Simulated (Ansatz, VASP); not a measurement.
**Two plane-wave programs on AlGaN2**

The input POSCAR:

```
AlGaN2
1.0
    3.1408770487      0.0000000000      0.0000000000
    0.0000000000      3.1408770487      0.0000000000
    0.0000000000      0.0000000000      4.5565530782
Al Ga N
1 1 2
Direct
    0.5000000000      0.5000000000      0.5000000000
    0.0000000000      0.0000000000      0.0000000000
    0.5000000000      0.0000000000      0.7382648100
    0.0000000000      0.5000000000      0.2617351900
```

INCAR.step1

```
SYSTEM = AlGaN2
PREC = Accurate
ENCUT = 520
ISMEAR = 0
SIGMA = 0.05
LREAL = .FALSE.
LASPH = .TRUE.
NELM = 100
NBANDS = 21
GGA = PE
ALGO = Normal
EDIFF = 1E-4
LWAVE = .TRUE.
LCHARG = .FALSE.
```

The input INCAR.step2:

```
SYSTEM = AlGaN2
PREC = Accurate
ENCUT = 520
EDIFF = 1E-6
ISMEAR = 0
SIGMA = 0.05
LREAL = .FALSE.
LASPH = .TRUE.
NELM = 100
ALGO = Normal
ISIF = 2
LWAVE = .FALSE.
LCHARG = .TRUE.
METAGGA = R2SCAN
LMIXTAU = .TRUE.
LELF = .TRUE.
LVHAR = .TRUE.
NBANDS = 21
ISTART = 1
```

The input KPOINTS:

```
regular mesh
0
G
  8 8 6
  0 0 0
```

Input for Ansatz:

```yaml
crystal:
  lattice:
    - [3.1408770487, 0.0, 0.0]
    - [0.0, 3.1408770487, 0.0]
    - [0.0, 0.0, 4.5565530782]
  atoms:
    - { symbol: Al, position: [0.5, 0.5, 0.5] }
    - { symbol: Ga, position: [0.0, 0.0, 0.0] }
    - { symbol: "N", position: [0.5, 0.0, 0.73826481] }
    - { symbol: "N", position: [0.0, 0.5, 0.26173519] }
basis:
  ecutwfc: 500
kpoints:
  mp_grid: { grid: [8, 8, 6] }
hamiltonian:
  xc: r2scan
scf:
  occupations: { method: gaussian, width: 0.05 }
output:
  forces: true
  stress: true
  eigenvalues: true
```

Change from the starting cell: strain +0.000 along x and y, +0.030 along z, atoms carried along.

Alike in both runs: task single point; functional r2SCAN; k mesh 8 × 8 × 6; occupations gaussian, width 0.05 eV; no spin polarisation.

|  | VASP | Ansatz |
| --- | --- | --- |
| version | VASP 6.6.1 | Ansatz 0.2.0 |
| potentials or method | VASP PAW PBE potentials, release 64 (Al, Ga_d, N) | scalar-relativistic, plane waves, PAW |
| plane-wave cutoff (eV) | 520 | 500 |
| valence electrons in the cell | 26 | 26 |

```tsv
	VASP	Ansatz	Ansatz less VASP
gap on the k mesh at the Fermi level (eV)	3.09	3.08	-0.009
least direct gap on the mesh (eV)	3.09	3.08	-0.009
pressure (GPa)	-5.7	-6.0	-0.27
largest component of the traceless stress (GPa)	2.86	2.93	+0.073
rms of the force components (eV/Å)	0.021	0.057	+0.0357
```

Atom by atom the forces differ by 0.036 eV/Å (rms over components). The functional is the same, so the differences come from potentials, cutoffs and numerics.

Caveats: the PAW data sets were made with another functional, which shifts forces and pressure a little (VASP).
